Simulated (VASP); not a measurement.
## SnSe2: single point with PBE

The system is SnSe2.

```
Sn Se
1.0
     3.78542    0.00000    0.00000
    -1.89271    3.27827    0.00000
     0.00000    0.00000    6.09482
Sn Se
1 2
Direct
  0.00000 0.00000 0.00000
  0.66667 0.33333 0.75100
  0.33333 0.66667 0.24900
```

| Quantity | Value |
| --- | --- |
| Program | VASP 6.6.1 |
| Task | single point |
| Functional | PBE |
| Potentials or basis | VASP PAW PBE potentials, release 64 (Sn_d, Se) |
| Cutoff | 520 eV |
| k mesh | 8 × 8 × 5 |
| Occupations | fermi-dirac, width 0.05 eV |
| Spin | no spin polarisation |

* Pressure: 7.4 GPa
* Largest force: 1.015 eV/Å
* Band gap on the k mesh: 0.83 eV, indirect (least direct gap 1.18 eV)

Forces on the atoms (eV/Å):
```
Sn   0.000  0.000  0.000
Se   0.000  0.000 -1.015
Se   0.000  0.000  1.015
```

Stress tensor (GPa, compression positive):
```
6.88 0.00 0.00
0.00 6.88 0.00
0.00 0.00 8.33
```

Levels at points of the mesh, in eV from the valence-band top:
```
           k point  band 11  band 12  band 13  band 14  band 15  band 16
(0.00, 0.00, 0.00)    -0.41    -0.41     0.00     1.18     2.95     4.67
(0.50, 0.00, 0.00)    -2.76    -1.24    -0.32     1.17     3.81     5.43
```

Run time: 55 s on 1 thread of Intel(R) Xeon(R) Platinum 8259CL CPU @ 2.50GHz (Skylake/Cascade Lake), with other jobs on the host, peak memory 0.22 GiB.

Caveat: spin-orbit coupling is left out, which moves the levels of the heavy elements; an odd mesh through Γ misses points on the zone boundary, where band edges often lie; this functional lacks dispersion, which binds the layers, so the pressure and a relaxed spacing across them are unreliable; forces of over 1 eV/Å show positions far from the minimum, so gaps and moduli don't describe the material at rest.
